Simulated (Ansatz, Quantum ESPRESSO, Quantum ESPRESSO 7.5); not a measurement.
## 2 layers of Mo in Pb(111), on the host's sites: ballistic transmission

How well does the junction conduct in the ballistic limit? It is: 2 layers of Mo in Pb(111), on the host's sites.

Program: Quantum ESPRESSO 7.5. Level of theory: plane-wave DFT, PBE, GBRV ultrasoft pseudopotentials (cross-check by Ansatz 0.2.0 with PAW datasets). Results are calculated unless marked as measured.

**1. The structure**

The cell holds 15 atoms: 13 Pb and 2 Mo. Cell: a = 3.557 Å, b = 3.557 Å, c = 40.633 Å, α = 90.0°, β = 90.0°, γ = 60.0°. It derives from Pb. Regions: left lead, 6 atoms (6 Pb); channel, 3 atoms (2 Mo and 1 Pb); right lead, 6 atoms (6 Pb). The structure is stacked along c, and the current runs across the ab planes.

**2. Self-consistent run**

One periodic cell holds a stretch of lead, the junction and more lead; the atoms stay as built.

Input file scf.in:

```
&control
  prefix = 'scf'
  outdir = './out'
  pseudo_dir = './pseudo'
  calculation = 'scf'
  tprnfor = .true.
/
&system
  ibrav = 0
  nat = 15
  ntyp = 2
  ecutwfc = 40
  ecutrho = 200
  occupations = 'smearing'
  smearing = 'mv'
  degauss = 0.01
/
&electrons
  conv_thr = 1e-07
  mixing_beta = 0.25
  electron_maxstep = 120
  mixing_mode = 'local-TF'
/
ATOMIC_SPECIES
  Pb  207.2000  pb_pbe_v1.uspp.F.UPF
  Mo  95.9500  mo_pbe_v1.uspp.F.UPF
CELL_PARAMETERS angstrom
  3.55674710936833 0.00000000000000 0.00000000000000
  1.77837355468417 3.08023335154985 0.00000000000000
  0.00000000000000 0.00000000000000 40.63314733737131
ATOMIC_POSITIONS crystal
  Pb  0.000000000000 0.000000000000 0.000000000000
  Pb  0.333333333000 0.333333333000 0.071470512238
  Pb  0.666666667000 0.666666667000 0.142941024475
  Pb  0.000000000000 0.000000000000 0.214411536713
  Pb  0.333333333000 0.333333333000 0.285882048950
  Pb  0.666666667000 0.666666667000 0.357352561188
  Mo  0.000000000000 0.000000000000 0.410808652534
  Mo  0.333333333000 0.333333333000 0.446250322991
  Pb  0.666666667000 0.666666667000 0.499706414337
  Pb  0.000000000000 0.000000000000 0.571176926575
  Pb  0.333333333000 0.333333333000 0.642647438812
  Pb  0.666666667000 0.666666667000 0.714117951050
  Pb  0.000000000000 0.000000000000 0.785588463287
  Pb  0.333333333000 0.333333333000 0.857058975525
  Pb  0.666666667000 0.666666667000 0.928529487762
K_POINTS automatic
  8 8 1 0 0 0
```

On the command line:

```bash
OMP_NUM_THREADS=1 mpirun -n 4 pw.x -nk 4 -in scf.in > scf.out
```

Output:

```text
Program PWSCF v.7.5 starts
[citation notice left out]

     Parallel version (MPI & OpenMP), running on       4 processor cores
     Number of MPI processes:                 4
     Threads/MPI process:                     1

     MPI processes distributed on     1 nodes
[...]
Current dimensions of program PWSCF are:
     Max number of different atomic species (ntypx) = 10
     Max number of k-points (npk) =  40000
     Max angular momentum in pseudopotentials (lmaxx) =  4
     Message from routine setup:
     using ibrav=0 with symmetry is DISCOURAGED, use correct ibrav instead

     K-points division:     npool     =       4
     Subspace diagonalization in iterative solution of the eigenvalue problem:
     a serial algorithm will be used

     G-vector sticks info
     --------------------
     sticks:   dense  smooth     PW     G-vecs:    dense   smooth      PW
     Sum         625     499    151               143253   102915   17639

     Using Slab Decomposition

     bravais-lattice index     =            0
     lattice parameter (alat)  =       6.7213  a.u.
     unit-cell volume          =    3004.0951 (a.u.)^3
     number of atoms/cell      =           15
     number of atomic types    =            2
     number of electrons       =       210.00
     number of Kohn-Sham states=          126
     kinetic-energy cutoff     =      40.0000  Ry
     charge density cutoff     =     200.0000  Ry
     scf convergence threshold =      1.0E-07
     mixing beta               =       0.2500
     number of iterations used =            8  local-TF  mixing
     Exchange-correlation= SLA  PW   PBE  PBE
                           (   1   4   3   4   0   0   0)

     celldm(1)=   6.721278  celldm(2)=   0.000000  celldm(3)=   0.000000
     celldm(4)=   0.000000  celldm(5)=   0.000000  celldm(6)=   0.000000

     crystal axes: (cart. coord. in units of alat)
               a(1) = (   1.000000   0.000000   0.000000 )
               a(2) = (   0.500000   0.866025   0.000000 )
               a(3) = (   0.000000   0.000000  11.424244 )

     reciprocal axes: (cart. coord. in units 2 pi/alat)
               b(1) = (  1.000000 -0.577350  0.000000 )
               b(2) = (  0.000000  1.154701  0.000000 )
               b(3) = (  0.000000  0.000000  0.087533 )

     PseudoPot. # 1 for Pb read from file:
     ./pseudo/pb_pbe_v1.uspp.F.UPF
     Pseudo is Ultrasoft + core correction, Zval = 14.0
     Generated by new atomic code, or converted to UPF format
     Using radial grid of  899 points,  6 beta functions with:
                l(1) =   0
                l(2) =   0
                l(3) =   1
                l(4) =   1
                l(5) =   2
                l(6) =   2
     Q(r) pseudized with  6 coefficients,  rinner =    1.000   1.000   1.000
                                                       1.000   1.000

     PseudoPot. # 2 for Mo read from file:
     ./pseudo/mo_pbe_v1.uspp.F.UPF
     Pseudo is Ultrasoft + core correction, Zval = 14.0
     Generated by new atomic code, or converted to UPF format
     Using radial grid of  889 points,  6 beta functions with:
                l(1) =   0
                l(2) =   0
                l(3) =   1
                l(4) =   1
                l(5) =   2
                l(6) =   2
     Q(r) pseudized with  6 coefficients,  rinner =    1.000   1.000   1.000
                                                       1.000   1.000

     atomic species   valence    mass     pseudopotential
     Pb               14.00   207.20000     Pb( 1.00)
     Mo               14.00    95.95000     Mo( 1.00)

      6 Sym. Ops. (no inversion) found

   Cartesian axes

     site n.     atom                  positions (alat units)
         1        Pb     tau(   1) = (   0.0000000   0.0000000   0.0000000  )
         2        Pb     tau(   2) = (   0.5000000   0.2886751   0.8164966  )
         3        Pb     tau(   3) = (   1.0000000   0.5773503   1.6329932  )
         4        Pb     tau(   4) = (   0.0000000   0.0000000   2.4494897  )
         5        Pb     tau(   5) = (   0.5000000   0.2886751   3.2659863  )
         6        Pb     tau(   6) = (   1.0000000   0.5773503   4.0824829  )
         7        Mo     tau(   7) = (   0.0000000   0.0000000   4.6931783  )
         8        Mo     tau(   8) = (   0.5000000   0.2886751   5.0980726  )
         9        Pb     tau(   9) = (   1.0000000   0.5773503   5.7087681  )
        10        Pb     tau(  10) = (   0.0000000   0.0000000   6.5252647  )
        11        Pb     tau(  11) = (   0.5000000   0.2886751   7.3417612  )
        12        Pb     tau(  12) = (   1.0000000   0.5773503   8.1582578  )
        13        Pb     tau(  13) = (   0.0000000   0.0000000   8.9747544  )
        14        Pb     tau(  14) = (   0.5000000   0.2886751   9.7912510  )
        15        Pb     tau(  15) = (   1.0000000   0.5773503  10.6077476  )

     number of k points=    10  Marzari-Vanderbilt smearing, width (Ry)=  0.0100
                       cart. coord. in units 2pi/alat
        k(    1) = (   0.0000000   0.0000000   0.0000000), wk =   0.0312500
        k(    2) = (   0.0000000   0.1443376   0.0000000), wk =   0.1875000
        k(    3) = (   0.0000000   0.2886751   0.0000000), wk =   0.1875000
        k(    4) = (   0.0000000   0.4330127   0.0000000), wk =   0.1875000
        k(    5) = (   0.0000000  -0.5773503   0.0000000), wk =   0.0937500
        k(    6) = (   0.1250000   0.2165064   0.0000000), wk =   0.1875000
        k(    7) = (   0.1250000   0.3608439   0.0000000), wk =   0.3750000
        k(    8) = (   0.1250000  -0.6495191   0.0000000), wk =   0.3750000
        k(    9) = (   0.2500000  -0.7216878   0.0000000), wk =   0.1875000
        k(   10) = (   0.2500000  -0.5773503   0.0000000), wk =   0.1875000

     Dense  grid:   143253 G-vectors     FFT dimensions: (  32,  32, 360)

     Smooth grid:   102915 G-vectors     FFT dimensions: (  27,  27, 320)

     Estimated max dynamical RAM per process >     394.26 MB

     Estimated total dynamical RAM >       1.44 GB

     Check: negative core charge=   -0.000009

     Initial potential from superposition of free atoms

     starting charge     209.9673, renormalised to     210.0000

     negative rho (up, down):  2.075E-01 0.000E+00
     Starting wfcs are  143 randomized atomic wfcs

     total cpu time spent up to now is        5.2 secs

     per-process dynamical memory:   221.1 Mb

     Self-consistent Calculation

     iteration #  1     ecut=    40.00 Ry     beta= 0.25
     Davidson diagonalization with overlap
     ethr =  1.00E-02,  avg # of iterations =  2.1

[...]
-5.6490  -5.6464  -5.6405  -5.6291  -5.6250  -5.6177  -5.6115  -5.6045
    -5.5963  -5.5902  -5.5899  -5.5807  -5.5761  -5.5720  -5.5642  -5.5618
    -5.5538  -5.5531  -5.5470  -5.5433  -5.5387  -5.4650  -5.4645  -5.4509
    -5.4496   0.1098   0.1844   0.3016   0.4690   0.6464   0.9184   1.1521
     1.5310   1.8457   2.2738   2.6324   3.0136   3.2653   6.9362   7.5521
     7.9348   8.3239   8.6588   8.9352   8.9394   9.0896   9.4233   9.7537
    10.0593  11.2336  11.7125  12.4747  12.7851  13.1364  13.4494  13.5852
    13.7744  14.2563  14.2991  14.4018  14.5368  14.7269  14.8942  15.1272
    15.3144  15.5028  15.6271  15.7181  15.8020  15.9423  15.9872  16.1241
    16.1520  16.3466  16.4197  16.5264  16.6017  16.6280

          k = 0.0000 0.2887 0.0000 ( 12806 PWs)   bands (ev):

   -49.5601 -49.2514 -24.0090 -23.9370 -23.9102 -23.1226 -23.0798 -23.0496
    -5.8591  -5.8552  -5.8341  -5.8298  -5.8215  -5.7959  -5.7893  -5.7852
    -5.7806  -5.7729  -5.7689  -5.7628  -5.7540  -5.7503  -5.7472  -5.7468
    -5.7424  -5.7398  -5.7388  -5.7341  -5.7269  -5.7228  -5.7143  -5.7118
    -5.7011  -5.6855  -5.6845  -5.6823  -5.6792  -5.6739  -5.6665  -5.6549
    -5.6538  -5.6536  -5.6505  -5.6369  -5.6314  -5.6289  -5.6278  -5.6257
    -5.6243  -5.6215  -5.6195  -5.6182  -5.6168  -5.6152  -5.6106  -5.6057
    -5.6055  -5.6024  -5.6012  -5.5969  -5.5858  -5.5846  -5.5624  -5.5514
    -5.5355  -5.5128  -5.5126  -5.4875  -5.4871  -5.4805  -5.4792  -5.4521
    -5.4513   0.8644   0.9362   1.0517   1.2081   1.3861   1.6350   1.8729
     2.2168   2.5313   2.9099   3.2548   3.5801   3.8049   7.6146   7.9938
     8.5001   8.6356   9.0436   9.1417   9.1905   9.5794   9.9568  10.0273
    10.3724  10.5797  10.9051  11.2638  11.3175  11.4448  11.6288  11.6466
    12.1457  12.2180  12.4568  12.8271  12.9201  12.9503  13.0371  13.4008
    13.4263  13.5082  13.5995  14.1142  14.4105  14.4797  14.5727  14.7573
    14.9434  14.9491  15.1329  15.2526  15.5072  15.9504

          k = 0.0000 0.4330 0.0000 ( 12832 PWs)   bands (ev):

   -49.5053 -49.3020 -24.1012 -23.9824 -23.9553 -23.0928 -23.0502 -22.9951
    -5.9001  -5.8933  -5.8685  -5.8602  -5.8471  -5.8187  -5.8137  -5.8115
    -5.8074  -5.7980  -5.7901  -5.7856  -5.7800  -5.7777  -5.7715  -5.7624
    -5.7607  -5.7601  -5.7520  -5.7517  -5.7458  -5.7335  -5.7250  -5.7182
    -5.7099  -5.7021  -5.6846  -5.6716  -5.6681  -5.6418  -5.6415  -5.6278
    -5.6260  -5.6216  -5.6180  -5.6077  -5.5983  -5.5977  -5.5935  -5.5912
    -5.5808  -5.5798  -5.5747  -5.5716  -5.5669  -5.5614  -5.5611  -5.5602
    -5.5590  -5.5585  -5.5494  -5.5476  -5.5426  -5.5413  -5.5384  -5.5361
    -5.5254  -5.5160  -5.5146  -5.4639  -5.4631  -5.4259  -5.4253  -5.4046
    -5.4045   2.0539   2.1157   2.2220   2.3458   2.5160   2.7043   2.9338
     3.1913   3.4747   3.7382   4.0173   4.2263   4.3822   7.6009   8.0489
     8.3536   8.3919   8.4739   8.6453   8.8457   8.8697   9.0732   9.1662
     9.3322   9.4723   9.7000   9.7695  10.0202  10.2971  10.4785  10.7366
    10.8175  10.8257  10.9810  11.4326  11.7261  12.1902  12.6239  12.8326
    13.1167  13.1965  13.3294  13.6107  13.7092  13.7198  13.8488  13.8969
    14.1389  14.1411  14.3870  14.5846  14.7661  15.0095

          k = 0.0000-0.5774 0.0000 ( 12866 PWs)   bands (ev):

   -49.4717 -49.3339 -24.1362 -24.0011 -23.9731 -23.0806 -23.0389 -22.9758
    -5.9166  -5.9086  -5.8820  -5.8718  -5.8570  -5.8381  -5.8332  -5.8191
    -5.8137  -5.8071  -5.8044  -5.7948  -5.7947  -5.7869  -5.7864  -5.7722
    -5.7692  -5.7675  -5.7667  -5.7588  -5.7511  -5.7404  -5.7314  -5.7311
    -5.7311  -5.7149  -5.6881  -5.6826  -5.6816  -5.6428  -5.6304  -5.6273
    -5.6248  -5.6103  -5.6036  -5.6003  -5.5810  -5.5803  -5.5750  -5.5703
    -5.5666  -5.5625  -5.5556  -5.5509  -5.5468  -5.5456  -5.5359  -5.5358
    -5.5358  -5.5338  -5.5206  -5.5196  -5.5168  -5.5153  -5.5096  -5.5088
    -5.5084  -5.5055  -5.5040  -5.4646  -5.4640  -5.4007  -5.4007  -5.3730
    -5.3729   3.1841   3.1926   3.2208   3.2410   3.3060   3.3771   3.4862
     3.6301   3.7967   3.9680   4.1616   4.3157   4.4354   7.2150   7.2492
     7.3915   7.5060   7.8204   7.8324   8.1976   8.3235   8.3833   8.4360
     8.7477   8.8490   9.0633   9.0954   9.3948   9.8021  10.2846  10.6774
    10.8831  11.4902  11.8430  11.9393  11.9704  12.2489  12.2618  12.6609
    12.8096  13.0731  13.1202  13.2975  13.3049  13.3676  13.5310  13.5498
    13.9083  13.9846  14.1322  14.2105  14.5496  14.5506

          k = 0.1250 0.2165 0.0000 ( 12827 PWs)   bands (ev):

   -49.5730 -49.2397 -23.9596 -23.9508 -23.8896 -23.1300 -23.0838 -23.0744
    -5.8157  -5.8156  -5.8128  -5.8107  -5.7909  -5.7901  -5.7896  -5.7880
    -5.7847  -5.7746  -5.7701  -5.7609  -5.7561  -5.7546  -5.7493  -5.7423
    -5.7369  -5.7323  -5.7305  -5.7275  -5.7251  -5.7228  -5.7218  -5.7178
    -5.7096  -5.7027  -5.6989  -5.6964  -5.6858  -5.6827  -5.6818  -5.6816
    -5.6784  -5.6766  -5.6757  -5.6711  -5.6681  -5.6456  -5.6455  -5.6386
    -5.6308  -5.6241  -5.6210  -5.6205  -5.6159  -5.6145  -5.6112  -5.6060
    -5.6014  -5.6005  -5.5940  -5.5860  -5.5803  -5.5699  -5.5621  -5.5573
    -5.5492  -5.5488  -5.5464  -5.5010  -5.5001  -5.4753  -5.4736  -5.4541
    -5.4538   0.6146   0.6874   0.8038   0.9643   1.1424   1.3998   1.6366
     1.9934   2.3084   2.7051   3.0554   3.4009   3.6353   7.4557   7.9038
     8.3719   8.6079   8.8273   8.9093   9.1165   9.3950   9.9102  10.0508
    10.4325  11.1719  11.5973  11.8100  12.2043  12.2731  12.6052  12.6136
    12.6942  12.7252  12.9608  12.9999  13.0919  13.2720  13.3147  13.4233
    13.7093  13.7451  13.8975  14.2018  14.4357  14.5095  14.6596  14.7932
    15.0143  15.0752  15.2247  15.5947  15.7050  15.8642

[...]
the Fermi energy is    11.3084 ev

!    total energy              =   -2412.53507633 Ry
     estimated scf accuracy    <       0.00000003 Ry
     smearing contrib. (-TS)   =      -0.00055291 Ry
     internal energy E=F+TS    =   -2412.53452343 Ry

     The total energy is F=E-TS. E is the sum of the following terms:
     one-electron contribution =   -1158.52015044 Ry
     hartree contribution      =     726.96186265 Ry
     xc contribution           =    -862.59233546 Ry
     ewald contribution        =   -1118.38390018 Ry

     convergence has been achieved in  14 iterations

     negative rho (up, down):  2.127E-01 0.000E+00

     Forces acting on atoms (cartesian axes, Ry/au):

     atom    1 type  1   force =     0.00000000    0.00000000   -0.00101240
     atom    2 type  1   force =     0.00000000    0.00000000   -0.00030745
     atom    3 type  1   force =     0.00000000    0.00000000    0.00075814
     atom    4 type  1   force =     0.00000000    0.00000000   -0.00036800
     atom    5 type  1   force =     0.00000000    0.00000000    0.00110703
     atom    6 type  1   force =     0.00000000    0.00000000   -0.02374015
     atom    7 type  2   force =     0.00000000    0.00000000   -0.02739184
     atom    8 type  2   force =     0.00000000    0.00000000    0.02738541
     atom    9 type  1   force =     0.00000000    0.00000000    0.02372373
     atom   10 type  1   force =     0.00000000    0.00000000   -0.00108718
     atom   11 type  1   force =     0.00000000    0.00000000    0.00038448
     atom   12 type  1   force =     0.00000000    0.00000000   -0.00076371
     atom   13 type  1   force =     0.00000000    0.00000000    0.00030256
     atom   14 type  1   force =     0.00000000    0.00000000    0.00100928
     atom   15 type  1   force =     0.00000000    0.00000000    0.00000009

     Total force =     0.051310     Total SCF correction =     0.000680

[...]
=------------------------------------------------------------------------------=
   JOB DONE.
=------------------------------------------------------------------------------=
```

The job ended after 3.6 min (4 MPI ranks of Arm Neoverse V2, shared host; peak memory 1.6 GiB).

Numbers from this step:

- free energy: -32824.2119 eV
- Fermi energy: 11.31 eV

The program's own clock; routines nest. Time by routine:

```tsv
routine	wall time (s)	calls
PWSCF	215.2	1
electrons	207.3	1
c_bands	178.9	14
cegterg	155.9	42
h_psi	85.32	211
fftw	58.08	31226
vloc_psi	53.22	211
calbec	23.67	265
sum_band	21.63	14
h_psi:calbec	15.61	211
s_psi	15.6	211
add_vuspsi	15.6	211
init_run	5.09	1
wfcinit	4.35	1
```

The run needed 14 iterations to bring the estimated error under 1e-07 Ry; the largest force on any atom, held or free, is 0.70 eV/Å.

(Part 1 of 3 ends here.)

[Logs are printed without paths, hosts, clocks, repeated set-up lines and the standing remarks that a program may print on its own settings, such as how far it seeks lower states.]

[Hosts, paths, dates, database ids (printed as entryN), source tags and the programs' standing remarks are cut or masked in the printed files.]

[Maps of the electrostatic potential energy from Ansatz leave out the sawtooth potential of an applied field or a dipole correction, so their vacuum need not be flat; planar profiles and work functions include it.]
